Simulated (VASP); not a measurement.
Here is a VASP 6.6.1 calculation.

INCAR

```
PREC = Accurate ; ENCUT = 520
EDIFF = 1E-6 ; ISMEAR = -1
SIGMA = 0.1 ; LREAL = F
LASPH = T ; NELM = 100
ALGO = Normal ; ISIF = 2
LWAVE = F ; LCHARG = F
GGA = PS ; NBANDS = 17
```

The input KPOINTS:

```
Automatic mesh
0
Gamma
  12 12 12
```

File POSCAR:

```
PbSe
1.0
    0.0000000000      3.0606500000      3.0606500000
    3.0606500000      0.0000000000      3.0606500000
    3.0606500000      3.0606500000      0.0000000000
Pb Se
1 1
Direct
    0.0000000000      0.0000000000      0.0000000000
    0.5000000000      0.5000000000      0.5000000000
```

Potentials or basis: VASP PAW PBE potentials, release 64 (Pb_d, Se).

Launch:

```console
$ cat potpaw_PBE.64/Pb_d/POTCAR potpaw_PBE.64/Se/POTCAR > POTCAR
$ mpirun -np 1 vasp_std > vasp.out
```

Problem. Predict the band gap on the k mesh.

Solution. 0.20 eV, direct.

Problem. What does it give for the pressure?

Solution. -0.5 GPa.

Caveat: the PAW data sets were made with another functional, which shifts forces and pressure a little; spin-orbit coupling is left out, which moves the levels of the heavy elements.

**The experiment to reproduce.**

A printed reference work, monograph reports, for a bulk crystal of PbSe at 300 K: band gap 0.28 eV (direct).

Against the measured gap of PbSe, 0.28 eV (direct; 300 K; a printed reference work, monograph), the calculated 0.20 eV is off by -0.08 eV. 2 values of this kind are on record (0.15 to 0.28 eV); this one was drawn at random. Spin-orbit coupling on Pb, Se is left out. The value is that of PBEsol on a finite k mesh, which can miss the band edges, without temperature or zero-point motion. Semilocal functionals fall short of measured gaps as a rule.
